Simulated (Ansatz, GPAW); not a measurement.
Given: the input of a run of GPAW 26.7.0 (ASE script) on BaTiO3. Atoms were shifted at random by some hundredths of an Å from the given cell, which wasn't relaxed again for these runs. 

Contents of run.py:

```python
from ase import Atoms
from ase.dft.bandgap import bandgap
from ase.io import write
from ase.units import GPa
from ase.parallel import parprint
from gpaw import GPAW, PW, setup_paths

setup_paths.insert(0, '.')

atoms = Atoms(['Ba', 'Ti', 'O', 'O', 'O'],
              cell=[[4.006, 0.0, 0.0],
                    [0.0, 4.006, 0.0],
                    [0.0, 0.0, 4.006]],
              scaled_positions=[[0.499582, 0.493219, 0.506278],
                                [0.00007, -0.002044, -0.010934],
                                [0.003381, 0.007636, 0.493172],
                                [0.000257, 0.49397, 0.006789],
                                [0.502622, -0.006537, 0.008546]],
              pbc=True)

calc = GPAW(mode=PW(800),
            xc='PBEsol',
            kpts={'size': (7, 7, 7), 'gamma': True},
            occupations={'name': 'fermi-dirac', 'width': 0.05},
            nbands=36,
            convergence={'density': 1e-05, 'energy': 1e-05},
            maxiter=150,
            txt='gpaw.txt')
atoms.calc = calc
energy = atoms.get_potential_energy()
forces = atoms.get_forces()
stress = atoms.get_stress()
calc.write('gs.gpw')
write('result.traj', atoms)
parprint(f'Energy: {energy:.6f} eV')
parprint('Forces (eV/A):')
parprint(forces.round(4))
parprint('Stress (GPa):', (stress / GPa).round(3))
parprint('Fermi level:', round(calc.get_fermi_level(), 4), 'eV')
parprint(f'Gap: {bandgap(calc)[0]:.4f} eV, direct: {bandgap(calc, direct=True)[0]:.4f} eV')
```

Potentials or basis: PAW data sets generated in the run's folder for this functional, pw.

Command:

```console
$ gpaw-setup -f PBEsol Ba O Ti
$ OMP_NUM_THREADS=1 mpirun -n 4 gpaw python run.py
```

Q: Translate it to Ansatz 0.2.0. Potentials or basis there: all-electron LAPW, scalar-relativistic.

A: As run (cutoffs and basis follow the program's own potentials, and thresholds, step limits or extra output files can differ):

The input input.yaml:

```yaml
crystal:
  lattice:
    - [4.006, 0.0, 0.0]
    - [0.0, 4.006, 0.0]
    - [0.0, 0.0, 4.006]
  atoms:
    - { symbol: Ba, position: [0.499582, 0.493219, 0.506278] }
    - { symbol: Ti, position: [7.0e-05, -0.002044, -0.010934] }
    - { symbol: O, position: [0.003381, 0.007636, 0.493172] }
    - { symbol: O, position: [0.000257, 0.49397, 0.006789] }
    - { symbol: O, position: [0.502622, -0.006537, 0.008546] }
kpoints:
  mp_grid: { grid: [7, 7, 7] }
scf:
  occupations: { method: fermi_dirac, width: 0.05 }
hamiltonian:
  xc: pbesol
  pseudopotentials: { kind: all_electron, lapw: { basis_error: 0.001 } }
output:
  forces: true
  stress: true
  eigenvalues: true
  populations: true
```

Potentials or basis: all-electron LAPW, scalar-relativistic.

Launch:

```bash
$ ansatz run input.yaml --threads 4 --pin off --max-ram 12288MiB --backend cpu --events-out ev --progress --plain --runs-dir out
```

Both were run:

|  | GPAW | Ansatz |
| --- | --- | --- |
| Pressure | -3.1 GPa | -4.6 GPa |
| Largest force | 0.727 eV/Å | 0.735 eV/Å |

Where Ansatz's input types no cutoff or centring, it takes its own default and a Γ-centred mesh.

Pressure is positive in compression.
